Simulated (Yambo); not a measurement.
# BP (F-43m) in Yambo: a series of runs, part 3 of 3

Yambo 5.3.0. The steps go on from the part before.

### 5 Optical spectrum by the Bethe-Salpeter equation, PBE

The input, bse7.in:

```
optics
bse
bss
rim_cut
RandQpts= 1000000
RandGvec= 50 RL
BSKmod= "HF"
BSEmod= "retarded"
BSSmod= "d"
% BSEQptR
 1 | 1 |
%
% BSEBands
 3 | 6 |
%
BSENGexx= 30 Ry
BSENGBlk= 5 Ry
% BEnRange
 0 | 15 | eV
%
% BDmRange
 0.2 | 0.2 | eV
%
BEnSteps= 300
% BLongDir
 1 | 1 | 1 |
%
BSEprop= "abs"
WRbsWF
```

The input, scf.in:

```
&CONTROL
  calculation = 'scf'
  prefix = 'pwscf'
  outdir = './tmp'
  pseudo_dir = './pseudo'
/
&SYSTEM
  ibrav = 0
  nat = 2
  ntyp = 2
  ecutwfc = 70
  nbnd = 9
  occupations = 'smearing'
  smearing = 'fd'
  degauss = 0.00367493
  force_symmorphic = .true.
/
&ELECTRONS
  conv_thr = 4d-10
  electron_maxstep = 120
  mixing_beta = 0.5
/
ATOMIC_SPECIES
P     30.9738 15_P_5_1.8_1.9_pbe_n_v1.0.upf
B     10.8100 05_B_3_1.5_1.7_pbe_n_v1.0.upf
CELL_PARAMETERS bohr
   0.0000000000    4.2877885768    4.2877885768
   4.2877885768    0.0000000000    4.2877885768
   4.2877885768    4.2877885768    0.0000000000
ATOMIC_POSITIONS bohr
P      6.4316828652    6.4316828652    6.4316828652
B      0.0000000000    0.0000000000    0.0000000000
K_POINTS automatic
10 10 10 0 0 0
```

The input, nscf.in:

```
&CONTROL
  calculation = 'nscf'
  prefix = 'pwscf'
  outdir = './tmp'
  pseudo_dir = './pseudo'
/
&SYSTEM
  ibrav = 0
  nat = 2
  ntyp = 2
  ecutwfc = 70
  nbnd = 54
  occupations = 'fixed'
  force_symmorphic = .true.
/
&ELECTRONS
  conv_thr = 1d-08
  diago_full_acc = .true.
  diago_thr_init = 1d-06
/
ATOMIC_SPECIES
P     30.9738 15_P_5_1.8_1.9_pbe_n_v1.0.upf
B     10.8100 05_B_3_1.5_1.7_pbe_n_v1.0.upf
CELL_PARAMETERS bohr
   0.0000000000    4.2877885768    4.2877885768
   4.2877885768    0.0000000000    4.2877885768
   4.2877885768    4.2877885768    0.0000000000
ATOMIC_POSITIONS bohr
P      6.4316828652    6.4316828652    6.4316828652
B      0.0000000000    0.0000000000    0.0000000000
K_POINTS automatic
6 6 6 0 0 0
```

Potentials or basis: SPMS 1.0 PBE.

The run is started by

```bash
$ OMP_NUM_THREADS=1 pw.x -in scf.in > scf.out
$ OMP_NUM_THREADS=1 pw.x -in nscf.in > nscf.out
$ cd tmp/pwscf.save; p2y; mv SAVE ../..; cd ../..
$ OMP_NUM_THREADS=1 yambo
$ mkdir -p bse7; ln -s $PWD/g0w00/ndb.RIM bse7/
$ OMP_NUM_THREADS=1 yambo -F bse7.in -J bse7 -C bse7_out
$ OMP_NUM_THREADS=1 ypp -J bse7 -C bse7_out -e s -b 1
```

Yambo's report:

```text
[... sections 02.01 to 02.04 as in the set-up run ...]

[... 5 lines left out ...]
  [X] Bosonic    Temperature                        :  0.000000  0.000000 [eV K]
  [X] Finite Temperature mode                       : no
  [X] El. density                                   :  0.34242E+24 [cm-3]
  [X] Fermi Level                                   :  9.239912 [eV]

  [X] === Gaps and Widths ===
  [X] Conduction Band Min                           :  1.346594 [eV]
  [X] Valence Band Max                              :  0.000000 [eV]
  [X] Filled Bands                                  :   4
  [X] Empty Bands                                   :    5   54
  [X] Direct Gap                                    :  3.406364 [eV]
  [X] Direct Gap localized at k                     :  1
  [X] Indirect Gap                                  :  1.346594 [eV]
  [X] Indirect Gap between kpts                     :   1  13
  [X] Last valence band width                       :  5.171097 [eV]
  [X] 1st conduction band width                     :  3.288197 [eV]

 [03] Transferred momenta grid and indexing
 ==========================================

 IBZ Q-points                                      :  16
 BZ  Q-points                                      :  216

 K/Q-points units:
 rlu = crystal or reduced units; cc = cartesian coordinates; iku = interal k-units

 Q [ 1]         [rlu]:  0.000000  0.000000  0.000000
 Q [ 2]         [rlu]: -0.82102E-17  0.56676E-17  0.16667
 Q [ 3]         [rlu]: -0.16420E-16  0.11335E-16  0.33333
 Q [ 4]         [rlu]: -0.18130E-17 -0.18130E-17 -0.50000
 Q [ 5]         [rlu]: -0.39871E-17  0.16667      0.16667
 Q [ 6]         [rlu]: -0.82102E-17  0.16667      0.33333
 Q [ 7]         [rlu]:  0.74349E-16  0.16667      0.50000
 Q [ 8]         [rlu]:  0.36069E-16  0.16667     -0.33333
 Q [ 9]         [rlu]:  0.76059E-17  0.16667     -0.16667
 Q [10]         [rlu]: -0.26915E-16  0.33333      0.33333
 Q [11]         [rlu]:  0.56676E-17  0.33333      0.50000
 Q [12]         [rlu]:  0.17836E-16  0.33333     -0.33333
 Q [13]         [rlu]:  0.49843E-16 -0.50000     -0.50000
 Q [14]         [rlu]:  0.166667  0.333333  0.500000
 Q [15]         [rlu]:  0.166667  0.333333 -0.333333
 Q [16]         [rlu]:  0.166667 -0.500000 -0.333333

 [04] Coloumb potential Random Integration (RIM)
 ===============================================

 Summary of Coulomb integrals for non-metallic bands |Q|[au] RIM/Bare

 Q [1] 0.100000E-4 0.995870 * Q [2] 0.211508 1.063761
 Q [5] 0.244228 1.062979 * Q [9] 0.345390 1.026387
 Q [6] 0.405006 1.018651 * Q [3] 0.423015 1.016124
 Q [10] 0.488456 1.013120 * Q [8] 0.532282 1.010916
 Q [14] 0.546110 1.010043 * Q [7] 0.598234 1.008142
 Q [4] 0.634523 1.007625 * Q [11] 0.634523 1.007445
 Q [12] 0.690781 1.006547 * Q [15] 0.722436 1.006011
 Q [13] 0.732684 1.005754 * Q [16] 0.772316 1.005109

 [WARNING] [BS] User bands 3-6 break level degeneracy

 [05] Dipoles
 ============

  [05.01] Setup: observables and procedures
  =========================================

  [WF-Oscillators/G space/Transverse up loader] Normalization (few states)  min/max  :  0.21722E-15   1.0000

  [WR./bse7//ndb.dipoles]---------------------------------------------------------
   Brillouin Zone Q/K grids (IBZ/BZ)                :   16  216   16  216
   RL vectors                                       :  2085 [WF]
   Fragmentation                                    : yes
   Electronic Temperature                           :  0.000000 [K]
   Bosonic    Temperature                           :  0.000000 [K]
   DIP band range                                   :   3   6
   DIP band range limits                            :   4   5
   DIP e/h energy range                             : -1.000000 -1.000000 [eV]
   RL vectors in the sum                            :  2085
   [r,Vnl] included                                 : yes
   Bands ordered                                    : yes
   Direct v evaluation                              : no
   Approach used                                    : G-space v
   Dipoles computed                                 : R V P [G-space]
   Wavefunctions                                    : Perdew, Burke & Ernzerhof(X)+Perdew, Burke & Ernzerhof(C)

  [WARNING] [r,Vnl^pseudo] included in position and velocity dipoles.

  [WARNING] In case H contains other non local terms, these are neglected

 [06] Bethe Salpeter Equation driver
 ===================================

  [06.01] Bethe Salpeter Equation @q1
  ===================================

   [06.01.01] Transition pre-analysis @q1
   ======================================

   [06.01.02] Transition Groups build-up @q1
   =========================================

   [BSK] Transition groups (total):  16
   [BSK] Size (resonant):   864
   [BSK]         (total):   864
   [BSK] N. of matrices :  1

   [06.01.03] Loading Dipoles @q1
   ==============================

   [06.01.04] Independent Particles properties @q1
   ===============================================

   [06.01.05] BSE Kernel @q1 (Resonant CORRRELATION EXCHANGE)
   ==========================================================

   [BSE] Exchange components :   459
   [BSE] Correlation components :   51  229

   [06.01.06] Main kernel loop
   ===========================

   [WR./bse7//ndb.BS_Q1_CPU_0]-----------------------------------------------------
    Brillouin Zone Q/K grids (IBZ/BZ)                :   16  216   16  216
    RL vectors                                       :  2085 [WF]
    Coulomb cutoff potential                         : none
    Parallel CPUs
    Parallel Roles
    Fragmentation                                    : no
    BS kernel          wavefunctions                 : Perdew, Burke & Ernzerhof(X)+Perdew, Burke & Ernzerhof(C)
    Static diel. fun.  energies                      : Perdew, Burke & Ernzerhof(X)+Perdew, Burke & Ernzerhof(C)
    wavefunctions                                    : Perdew, Burke & Ernzerhof(X)+Perdew, Burke & Ernzerhof(C)
    [K] Identifier                                   :   8306
    [K] Dimension                                    :   864
    [K] Bands                                        :   3   6
    [K] Exchange                                     : yes [res]
    [K] Correlation                                  : yes [res]
    [K] Kernel`s coupling                            : no
    [K] Exchange                                     : no [cpl]
    [K] Correlation                                  : no [cpl]
    [K] W interaction is bare                        : yes
    [K] ALDA kernel in R-space                       : no
    [K] RL vectors                                   :   459 [exchange]
    [K] RL vectors                                   :   51 [correlation]
    [K] E/h energy range                             : -1.000000 -1.000000 [eV]
    [K] Coupling range                               :  100.0000  100.0000 [o/o]
    [W] Interaction is diagonal                      : yes
    [W] Matrix size                                  :  1
    [RIM] RL components                              :   51 [col]
    [RIM] Random points                              :  1000000 [col]
    [SOC] Perturbative SOC                           : no
    [K] Kernel long-range exchange                   : BAR

   [06.01.07] Wave-Function Phases
   ===============================

   [BSE] WF phases found       :  61.45833 [o/o]

  [06.02] BSE solver(s) @q1
  =========================

  [06.03] Diago Solver @q1
  ========================

  [WR./bse7//ndb.BS_diago_Q1]-----------------------------------------------------
   BS kernel          energies                      : Perdew, Burke & Ernzerhof(X)+Perdew, Burke & Ernzerhof(C)
   [K] Identifier                                   :   8306
   [K] Dimension                                    :   864
   [K] Bands                                        :   3   6
   [K] Exchange                                     : yes [res]
   [K] Correlation                                  : yes [res]
   [K] Kernel`s coupling                            : no
   [K] Exchange                                     : no [cpl]
   [K] Correlation                                  : no [cpl]
   [K] W interaction is bare                        : yes
   [K] ALDA kernel in R-space                       : no
   [K] RL vectors                                   :   459 [exchange]
   [K] RL vectors                                   :   51 [correlation]
   [K] E/h energy range                             : -1.000000 -1.000000 [eV]
   [K] Coupling range                               :  100.0000  100.0000 [o/o]
   [W] Interaction is diagonal                      : yes
   [W] Matrix size                                  :  1
   [RIM] RL components                              :   51 [col]
   [RIM] Random points                              :  1000000 [col]
   [SOC] Perturbative SOC                           : no
   [K] Kernel long-range exchange                   : BAR
   [BSS] Eigenstates included                       : yes
   [BSS] Field direction                            :  0.577350E-5  0.577350E-5  0.577350E-5
   [BSS] Eigenstates computed                       :   864
   [BSS] Number of BSE matrices                     :  1
```

Run time: 32 s. Hardware: 1 thread of Arm Neoverse V1, shared host; peak memory 0.25 GiB.

Results:

- Band gap on the k mesh, mean-field level: 1.35 eV, indirect (least direct gap 3.41 eV)
- Lowest exciton energy: 0.66 eV
- Lowest bright exciton energy: 0.66 eV

Dielectric function (along the field direction of the input):
```csv
energy (eV),real part,imaginary part
0.25,59.34,11.84
0.75,3.86,79.79
1.25,-17.78,17.16
1.76,-9.66,5.55
2.26,-6.15,3.90
2.76,-2.66,2.58
3.26,-2.86,2.23
3.76,-1.77,1.08
4.31,-1.10,1.07
4.82,-1.12,0.64
5.32,-0.40,0.39
5.82,-0.20,0.66
6.32,-0.25,0.87
6.82,-0.36,0.34
7.32,-0.04,0.15
7.88,0.09,0.14
8.38,0.23,0.08
8.88,0.32,0.05
9.38,0.39,0.04
9.88,0.47,0.03
10.38,0.53,0.02
10.89,0.57,0.02
11.44,0.62,0.01
11.94,0.65,0.01
12.44,0.68,0.01
12.94,0.71,0.01
13.44,0.73,0.01
13.95,0.75,0.01
14.45,0.77,0.01
15.00,0.79,0.01
```

Lowest exciton energies (eV): 0.66, 0.74, 0.76, 0.88, 0.91, 0.95, 1.32, 1.37

Excitons:
| energy (eV) | strength (relative to the strongest) |
| --- | --- |
| 0.663 | 1 |
| 0.743 | 0.25 |
| 0.755 | 0.15 |
| 0.882 | 0.0061 |
| 0.907 | 0.0072 |
| 0.949 | 0.28 |
| 1.322 | 0.0085 |
| 1.367 | 0.012 |
| 1.395 | 0.007 |
| 1.426 | 0.073 |
| 1.695 | 0.00063 |
| 1.700 | 0.00093 |

Caveat: this k mesh misses the band edges, so its gaps are larger than the crystal's; the transitions start from uncorrected Kohn-Sham levels, so peaks lie too low; an unscreened exchange kernel binds far too strongly; spectra need much finer meshes, so this one isn't converged.
